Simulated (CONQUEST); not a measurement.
# CdTe (F-43m) in CONQUEST: a series of runs

One crystal, CdTe, is run at these levels: PBE; tasks: equation of state.

Everything below comes from runs of CONQUEST 1.3. Logs are shortened: lines on timing, memory, paths and dates and some standing lists are left out, and cuts for length are marked.

## Step 1: The crystal as given

The structure is cubic, space group F-43m (No. 216). The conventional cell has a = 6.410 Å, b = 6.410 Å, c = 6.410 Å, α = 90.00°, β = 90.00°, γ = 90.00°. Te (site symmetry -43m) is surrounded by 4 Cd at 2.78 Å. Cd (site symmetry -43m) has 4 Te at 2.78 Å as nearest neighbours.

## Step 2: Equation of state, PBE, 30.95 Å³/atom (volume scaled by 0.94)

Conquest_input reads:

```
IO.Title CdTe
IO.Coordinates coords.dat
IO.FractionalAtomicCoords T
IO.Iprint 2
IO.Iprint_init 1
General.NumberOfSpecies 2
General.PseudopotentialType hamann
AtomMove.TypeOfRun static
AtomMove.FullStress T
Grid.PointsAlongX 48
Grid.PointsAlongY 48
Grid.PointsAlongZ 60
DM.SolutionMethod diagon
Diag.MPMesh T
Diag.GammaCentred T
Diag.MPMeshX 6
Diag.MPMeshY 6
Diag.MPMeshZ 4
Diag.kT 0.00183747
minE.SCTolerance 1e-6
SC.MaxIters 100
IO.AtomChargeOutput T
%block ChemicalSpeciesLabel
1 127.600 Te
2 112.410 Cd
%endblock
```

coords.dat reads:

```
    8.3904357584     0.0000000000     0.0000000000
    0.0000000000     8.3904357584     0.0000000000
    0.0000000000     0.0000000000    11.8658680448
4
  0.0000000000   0.5000000000   0.2500000000 1 T T T
  0.5000000000   0.0000000000   0.7500000000 1 T T T
  0.0000000000   0.0000000000   0.0000000000 2 T T T
  0.5000000000   0.5000000000   0.5000000000 2 T T T
```

Potentials or basis: PseudoDojo NC PBE, SZP, grid of 48 × 48 × 60 points.

Launch:

```sh
Conquest
```

The program printed:

```text
Simulation cell dimensions:     8.3904 a0 x     8.3904 a0 x    11.8659 a0

      Atomic coordinates (a0)
         Atom         X         Y         Z  Species
            1    0.0000    4.1952    2.9665        1
            2    4.1952    0.0000    8.8994        1
            3    0.0000    0.0000    0.0000        2
            4    4.1952    4.1952    5.9329        2

         Monkhorst-Pack mesh:   6 x   6 x   4 gamma-centred
        This calculation includes non-local pseudopotentials,
         with a maximum core radius of      6.95226475

    Job title: CdTe
    Job to be run: static calculation

[... 5 lines left out ...]
      Using Fermi-Dirac smearing

    Integration grid size:     48 x   48 x   60

    Integration grid spacing:  0.175 a0 x 0.175 a0 x 0.198 a0

    Number of species:  2
    --------------------------------------------------------
    |   #  mass (au)  Charge (e)  SF Rad (a0)  NSF  Label  |
    --------------------------------------------------------
    |   1    127.600      16.000        7.317   14  Te     |
    |   2    112.410      20.000        6.922   13  Cd     |
    --------------------------------------------------------
          SCF tolerance:                 0.00000100
          SCF iterations:               100

    The functional used will be GGA PBE96

           radial cut-off to be used is taken to be max PAO cut-off radius for this species:    6.952265

           greatest ang. mom. for making density from PAOs:  2

           radial cut-off to be used is taken to be max PAO cut-off radius for this species:    6.684721

           greatest ang. mom. for making density from PAOs:  2
    Minimum blocs/proc is     2160. Maximum blocs/proc is     2160
    set_atom_dens: In set_atomic_density, electrons :      72.000000000000
 matrix_size & matrix_size_padH =           54          54

    Screened ion int: energy:    -446.447753532730 Ha

    new_SC_potl: Starting.  Tolerance:  0.10000E-05

    PulayMixSC: Starting Pulay mixing, A_up =  0.500 A_dn =  0.500
    PulayMixSC: Spin non-polarised calculation.
          Harris-Foulkes Energy            :      -560.389015253294701 Ha
          (TS=0 as O(N) or entropic contribution is negligible)
          DFT Total Energy                 :      -560.352136723055992 Ha
          Total number of electrons        :        71.999999999996575
    PulayMixSC: Pulay iteration     1 residual:              0.10519E-02
          Harris-Foulkes Energy            :      -560.368558990724978 Ha
          (TS=0 as O(N) or entropic contribution is negligible)
          DFT Total Energy                 :      -560.367453398731755 Ha
          Total number of electrons        :        72.000034367738621
    PulayMixSC: Pulay iteration     2 residual:              0.34047E-03
          Harris-Foulkes Energy            :      -560.367754813753436 Ha
          (TS=0 as O(N) or entropic contribution is negligible)
          DFT Total Energy                 :      -560.367697472276404 Ha
          Total number of electrons        :        72.000055831992569
    PulayMixSC: Pulay iteration     3 residual:              0.12837E-03
          Harris-Foulkes Energy            :      -560.367713702655351 Ha
          (TS=0 as O(N) or entropic contribution is negligible)
          DFT Total Energy                 :      -560.367710862127410 Ha
          Total number of electrons        :        72.000068615078320
    PulayMixSC: Pulay iteration     4 residual:              0.20206E-04
          Harris-Foulkes Energy            :      -560.367711599143377 Ha
          (TS=0 as O(N) or entropic contribution is negligible)
          DFT Total Energy                 :      -560.367711578627791 Ha
          Total number of electrons        :        72.000069797164215
    PulayMixSC: Pulay iteration     5 residual:              0.15135E-05
          Harris-Foulkes Energy            :      -560.367711583988466 Ha
          (TS=0 as O(N) or entropic contribution is negligible)
          DFT Total Energy                 :      -560.367711581410276 Ha
          Total number of electrons        :        72.000069812028570
    PulayMixSC: Pulay iteration     6 residual:              0.42806E-06
    PulayMixSC: Reached SCF tolerance of  0.42806E-06 after      6 iterations
      | Number of electrons      =        72.000070
      |* band energy as 2Tr[K.H] =       -90.977581072142968 Ha
      |  screened ion-ion energy =      -446.447753532730076 Ha
      |  Ha correction           =         2.459290181485574 Ha
      |  XC correction           =       -25.401664794820594 Ha
      |* Harris-Foulkes energy   =      -560.367711583988466 Ha
      |* DFT total energy        =      -560.367711581410276 Ha
      |  estimated accuracy      =        -0.000000002578190 Ha

    force: Forces on atoms (Ha/a0)
    force:  Atom   X              Y              Z
    force:     1  -0.0000000000  -0.0000000000   0.0000000000
    force:     2   0.0000000000  -0.0000000000   0.0000000000
    force:     3  -0.0000000000   0.0000000000  -0.0000000000
    force:     4  -0.0000000000   0.0000000000   0.0000000000

    force: Maximum force :        0.00000000(Ha/a0) on atom         4 in z direction
    force: Force Residual:        0.00000000 Ha/a0
    force: Total stress:        -10.62394906     0.00000000     0.00000000 GPa
                             0.00000000   -10.62394906     0.00000000
                             0.00000000     0.00000000   -10.51724518
    force: Average pressure:     10.58838110 GPa

    force: Finished force
    get_E_and_F: Change in energy during last step of electronic optimisation:  0.15155E-07

    BIBLIOGRAPHY: Please consider citing the following references in the conquest.bib file

    CONQUEST:         Bowler2002pt, Miyazaki2004, Nakata2020
    Basis:            Bowler2019
    DM:               Bowler:2006xr
    Pseudopotentials: Hamann2013, Bowler2019
    XC functional:    Perdew1996
```

It took 22 s on 1 thread of Intel Xeon 6975P-C (Granite Rapids), shared host; peak memory 0.55 GiB.

What came out:

```
Free energy            : -15248.3822 eV
Pressure               : 10.6 GPa
Band gap on the k mesh : 1.49 eV
Mulliken charges       : Te -0.31; Cd +0.31 e
```

Caveat: the atomic basis is small; Mulliken charges move with the basis; spin-orbit coupling is left out, which moves the levels of the heavy elements; the basis of atomic orbitals isn't converged, which shifts pressures, moduli and gaps; the real-space grid breaks the cell's symmetry a little.

## Step 3: Equation of state, PBE, 31.60 Å³/atom (volume scaled by 0.96)

Conquest_input is that of step 2.

coords.dat reads:

```
    8.4495252809     0.0000000000     0.0000000000
    0.0000000000     8.4495252809     0.0000000000
    0.0000000000     0.0000000000    11.9494332490
4
  0.0000000000   0.5000000000   0.2500000000 1 T T T
  0.5000000000   0.0000000000   0.7500000000 1 T T T
  0.0000000000   0.0000000000   0.0000000000 2 T T T
  0.5000000000   0.5000000000   0.5000000000 2 T T T
```

Potentials or basis: PseudoDojo NC PBE, SZP, grid of 48 × 48 × 60 points.

Launch:

```sh
Conquest
```

Run time: 21 s. Hardware: 1 thread of Intel Xeon 6975P-C (Granite Rapids), shared host; peak memory 0.52 GiB.

The run converged. Its results:

```
Free energy            : -15248.5432 eV
Pressure               : 9.1 GPa
Band gap on the k mesh : 1.39 eV
Mulliken charges       : Te -0.31; Cd +0.31 e
```

Caveat: the atomic basis is small; Mulliken charges move with the basis; spin-orbit coupling is left out, which moves the levels of the heavy elements; the basis of atomic orbitals isn't converged, which shifts pressures, moduli and gaps; the real-space grid breaks the cell's symmetry a little.

## Step 4: Equation of state, PBE, 32.26 Å³/atom (volume scaled by 0.98)

Conquest_input is that of step 3.

coords.dat reads:

```
    8.5077997106     0.0000000000     0.0000000000
    0.0000000000     8.5077997106     0.0000000000
    0.0000000000     0.0000000000    12.0318457377
4
  0.0000000000   0.5000000000   0.2500000000 1 T T T
  0.5000000000   0.0000000000   0.7500000000 1 T T T
  0.0000000000   0.0000000000   0.0000000000 2 T T T
  0.5000000000   0.5000000000   0.5000000000 2 T T T
```

Launch:

```sh
Conquest
```

It took 21 s on 1 thread of Intel Xeon 6975P-C (Granite Rapids), shared host; peak memory 0.53 GiB.

Results (log left out):

| Quantity | Value |
| --- | --- |
| Free energy | -15248.6805 eV |
| Pressure | 7.7 GPa |
| Band gap on the k mesh | 1.30 eV |
| Mulliken charges | Te -0.31; Cd +0.31 e |

Caveat: the atomic basis is small; Mulliken charges move with the basis; spin-orbit coupling is left out, which moves the levels of the heavy elements; the basis of atomic orbitals isn't converged, which shifts pressures, moduli and gaps.

## Step 5: Equation of state, PBE, 32.92 Å³/atom

Conquest_input is that of step 4.

coords.dat reads:

```
    8.5652865876     0.0000000000     0.0000000000
    0.0000000000     8.5652865876     0.0000000000
    0.0000000000     0.0000000000    12.1131444589
4
  0.0000000000   0.5000000000   0.2500000000 1 T T T
  0.5000000000   0.0000000000   0.7500000000 1 T T T
  0.0000000000   0.0000000000   0.0000000000 2 T T T
  0.5000000000   0.5000000000   0.5000000000 2 T T T
```

Launch:

```sh
Conquest
```

Run time: 23 s. Hardware: 1 thread of Intel Xeon 6975P-C (Granite Rapids), shared host; peak memory 0.52 GiB.

The run converged. Its results:

```
Free energy            : -15248.7944 eV
Pressure               : 6.2 GPa
Band gap on the k mesh : 1.21 eV
Mulliken charges       : Te -0.31; Cd +0.31 e
```

Caveat: the atomic basis is small; Mulliken charges move with the basis; spin-orbit coupling is left out, which moves the levels of the heavy elements; the basis of atomic orbitals isn't converged, which shifts pressures, moduli and gaps.

## Step 6: Equation of state, PBE, 33.58 Å³/atom (volume scaled by 1.02)

Conquest_input is that of step 5.

coords.dat reads:

```
    8.6220119929     0.0000000000     0.0000000000
    0.0000000000     8.6220119929     0.0000000000
    0.0000000000     0.0000000000    12.1933662965
4
  0.0000000000   0.5000000000   0.2500000000 1 T T T
  0.5000000000   0.0000000000   0.7500000000 1 T T T
  0.0000000000   0.0000000000   0.0000000000 2 T T T
  0.5000000000   0.5000000000   0.5000000000 2 T T T
```

Potentials or basis: PseudoDojo NC PBE, SZP, grid of 48 × 48 × 60 points.

Launch:

```sh
Conquest
```

Wall time 19 s (1 thread of Intel Xeon 6975P-C (Granite Rapids), shared host); peak memory 0.51 GiB.

The run converged. Its results:

| Quantity | Value |
| --- | --- |
| Free energy | -15248.8880 eV |
| Pressure | 5.2 GPa |
| Band gap on the k mesh | 1.12 eV |
| Mulliken charges | Te -0.31; Cd +0.31 e |

Caveat: the atomic basis is small; Mulliken charges move with the basis; spin-orbit coupling is left out, which moves the levels of the heavy elements; the basis of atomic orbitals isn't converged, which shifts pressures, moduli and gaps.

## Step 7: Equation of state, PBE, 34.24 Å³/atom (volume scaled by 1.04)

Conquest_input is that of step 6.

coords.dat reads:

```
    8.6780006527     0.0000000000     0.0000000000
    0.0000000000     8.6780006527     0.0000000000
    0.0000000000     0.0000000000    12.2725462183
4
  0.0000000000   0.5000000000   0.2500000000 1 T T T
  0.5000000000   0.0000000000   0.7500000000 1 T T T
  0.0000000000   0.0000000000   0.0000000000 2 T T T
  0.5000000000   0.5000000000   0.5000000000 2 T T T
```

Launch:

```sh
Conquest
```

It took 19 s on 1 thread of Intel Xeon 6975P-C (Granite Rapids), shared host; peak memory 0.49 GiB.

The run converged. Its results:

```yaml
Free_energy: -15248.9647 eV
Pressure: 4.2 GPa
Band_gap_on_the_k_mesh: 1.04 eV
Mulliken_charges: Te -0.31; Cd +0.31 e
```

Caveat: the atomic basis is small; Mulliken charges move with the basis; spin-orbit coupling is left out, which moves the levels of the heavy elements; the basis of atomic orbitals isn't converged, which shifts pressures, moduli and gaps.

## Step 8: Equation of state, PBE, 34.90 Å³/atom (volume scaled by 1.06)

Conquest_input is that of step 7.

coords.dat reads:

```
    8.7332760325     0.0000000000     0.0000000000
    0.0000000000     8.7332760325     0.0000000000
    0.0000000000     0.0000000000    12.3507174100
4
  0.0000000000   0.5000000000   0.2500000000 1 T T T
  0.5000000000   0.0000000000   0.7500000000 1 T T T
  0.0000000000   0.0000000000   0.0000000000 2 T T T
  0.5000000000   0.5000000000   0.5000000000 2 T T T
```

Launch:

```sh
Conquest
```

It took 21 s on 1 thread of Intel Xeon 6975P-C (Granite Rapids), shared host; peak memory 0.49 GiB.

The run converged. Its results:

- Free energy: -15249.0242 eV
- Pressure: 3.1 GPa
- Band gap on the k mesh: 0.96 eV
- Mulliken charges: Te -0.31; Cd +0.31 e

Caveat: the atomic basis is small; Mulliken charges move with the basis; spin-orbit coupling is left out, which moves the levels of the heavy elements; the basis of atomic orbitals isn't converged, which shifts pressures, moduli and gaps.

## Step 9: Equation of state, PBE

Potentials or basis: PseudoDojo NC PBE, SZP, grid of 48 × 48 × 60 points.

This step only gathers the single runs of the series.

Results:

```yaml
Equilibrium_volume: "37.83 Å³/atom (rough: see the caveat)"
Bulk_modulus: 32 GPa (rough)
```

Energy against volume, from the lowest point:
```csv
volume (Å³/atom),energy (meV/atom)
30.947,160.48
31.605,120.23
32.263,85.92
32.922,57.45
33.580,34.03
34.239,14.87
34.897,0.00
```

Caveat: the minimum lies outside the volumes run; the atomic basis is small; the basis of atomic orbitals isn't converged, which shifts pressures, moduli and gaps. Spin-orbit coupling is left out, which matters for the levels of Te.
